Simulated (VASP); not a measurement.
The system is SnO2 (Cassiterite).

```xyz
6
Lattice="4.7380 0.0000 0.0000 0.0000 4.7380 0.0000 0.0000 0.0000 3.1865" Properties=species:S:1:pos:R:3 pbc="T T T"
Sn    0.0000    0.0000    0.0000
Sn    2.3690    2.3690    1.5933
O     1.4550    1.4550    0.0000
O     0.9140    3.8240    1.5933
O     3.2830    3.2830    0.0000
O     3.8240    0.9140    1.5933
```

| Item | Value |
| --- | --- |
| Program | VASP 6.6.1 |
| Task | relaxation of cell and atoms |
| Functional | RPBE |
| Potentials or basis | VASP PAW PBE potentials, release 64 (Sn_d, O) |
| Cutoff | 600 eV |
| k mesh | 6 × 6 × 8 |
| Occupations | gaussian, width 0.03 eV |
| Spin | no spin polarisation |

At the start: pressure 15.8 GPa; volume 11.92 Å³/atom.

Q: How do energy, volume and symmetry change on relaxing?

A: Over 11 steps the energy falls by 44.6 meV/atom and the volume is 12.91 Å³/atom (+8.3 %); space group P4_2/mnm (No. 136, to 0.05 Å).

The path:
```
step  energy change (eV)  largest force (eV/Å)  pressure (GPa)  volume (Å³)
   1              0.0000                0.3254           15.83        71.53
   2              0.0578                0.4277          -12.07        84.43
   3             -0.2610                0.1219           -0.06        77.20
   4             -0.2611                0.1151            0.21        77.09
   5             -0.2666                0.0227            0.06        77.33
   6             -0.2674                0.0264            0.00        77.46
   7             -0.2674                0.0236            0.03        77.46
   8             -0.2675                0.0027           -0.06        77.48
   9             -0.2675                0.0024           -0.08        77.49
  10             -0.2675                0.0021            0.10        77.42
  11             -0.2675                0.0020            0.01        77.46
```

Final structure:
```cif
data_structure
_symmetry_space_group_name_H-M 'P 1'
_symmetry_Int_Tables_number 1
_cell_length_a 4.8778
_cell_length_b 4.8778
_cell_length_c 3.2555
_cell_angle_alpha 90.000
_cell_angle_beta 90.000
_cell_angle_gamma 90.000
_cell_volume 77.46
loop_
_atom_site_label
_atom_site_type_symbol
_atom_site_fract_x
_atom_site_fract_y
_atom_site_fract_z
_atom_site_occupancy
Sn1 Sn 0.00000 0.00000 0.00000 1
Sn2 Sn 0.50000 0.50000 0.50000 1
O1 O 0.30686 0.30686 0.00000 1
O2 O 0.19314 0.80686 0.50000 1
O3 O 0.69314 0.69314 0.00000 1
O4 O 0.80686 0.19314 0.50000 1
```

Caveat: the PAW data sets were made with another functional, which shifts forces and pressure a little.
